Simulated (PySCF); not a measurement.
Work out the structure from these simulated measurements.

Formula: C4H10N; charge +1.

| Quantity | Value |
| --- | --- |
| 1H NMR | chemical shifts (computed TMS as zero) by class: 8.47 (1 H), 3.69 (3 H), 3.59 (3 H), 2.79 (3 H) ppm [GIAO HF/pcSseg-2] |
| NMR, other nuclei | isotropic shieldings of nuclei other than C and H, by class: 46 (1 N) ppm [GIAO HF/pcSseg-2] |
| Rotational structure | rotational constants A, B, C: 8.503, 3.713, 2.717 GHz [PBE0-D3(BJ)/def2-SVP] |
| Polarisability | 54.0 au [CAM-B3LYP/def2-SVPD] |
| 13C NMR | chemical shifts (computed TMS as zero) by class: 200.7 (1 C), 49.1 (1 C), 38.3 (1 C), 19.2 (1 C) ppm [GIAO HF/pcSseg-2] |
| Couplings | largest of the computed one-bond spin–spin couplings (means over like bonds): 13C–1H +184.3, 13C–1H +152.8 (×3), 13C–1H +152.8 (×3), 13C–1H +141.1 (×3), 13C–13C +46.0, 15N–13C -20.2, 15N–13C -8.6, 15N–13C -8.3 Hz [B3LYP/pcJ-1, spin–dipole term left out for some pairs] |
| UV, first state | lowest singlet excitation: 7.37 eV (168 nm, f = 0.454) [TDDFT CAM-B3LYP/def2-SVPD] |

The electronic properties come from PySCF, for the isolated species, density fitting. Levels stand in brackets. Isolated species at its PBE0-D3(BJ)/def2-SVP geometry, gas phase. Each NMR value is the plain mean over a class of atoms that symmetry, rotation or inversion makes alike.

Q: What is the compound? Reason from the data.

A: Numbering: `[CH3:1][CH:2]=[N+:3]([CH3:4])[CH3:5]`. 4 carbons fall into 4 classes; from least to most shielded: C=N carbon [C2] (200.7 ppm), N-methyl carbon [C5] (49.1 ppm), N-methyl carbon [C4] (38.3 ppm), methyl carbon [C1] (19.2 ppm). Hydrogen classes from least to most shielded: 1 H on a C=N carbon, C2 (8.47 ppm), 3 H on an N-methyl carbon, C5 (3.69 ppm), 3 H on an N-methyl carbon, C4 (3.59 ppm, a mean of values up to 0.8 ppm apart in this geometry), 3 H on a methyl carbon, C1 (2.79 ppm). The other shieldings belong to: 46 ppm, iminium nitrogen [N3]. The couplings run between: +184.3 Hz, C=N carbon [C2] and its hydrogen; +152.8 Hz, N-methyl carbon [C4] and its hydrogen (with 2 like pairs); +152.8 Hz, N-methyl carbon [C5] and its hydrogen (with 2 like pairs); +141.1 Hz, methyl carbon [C1] and its hydrogen (with 2 like pairs); +46.0 Hz, methyl carbon [C1] and C=N carbon [C2]; -20.2 Hz, iminium nitrogen [N3] and C=N carbon [C2]; -8.6 Hz, iminium nitrogen [N3] and N-methyl carbon [C5]; -8.3 Hz, iminium nitrogen [N3] and N-methyl carbon [C4]. S1 is mainly HOMO→LUMO (weight 0.97); the largest Löwdin shares of the orbital it empties are 0.32 on the iminium nitrogen, 0.15 on the C=N carbon, 0.10 on an N-methyl carbon and 0.09 on the methyl carbon, of the orbital it fills 0.41 on the C=N carbon, 0.29 on the iminium nitrogen, 0.09 on the methyl carbon and 0.06 on the hydrogen on a C=N carbon. By its constants the optimised geometry is an asymmetric top. Structure: `CC=[N+](C)C`. Computed isomers that give other values at the same levels: `C1CC[NH2+]C1` (rotational constant A: 6.606 GHz; this holds for the one conformer computed); `C[NH+]1CCC1` (rotational constant A: 9.903 GHz; this holds for the one conformer computed). The assignments are read from this structure; whether some other isomer fits the data as well wasn't checked.
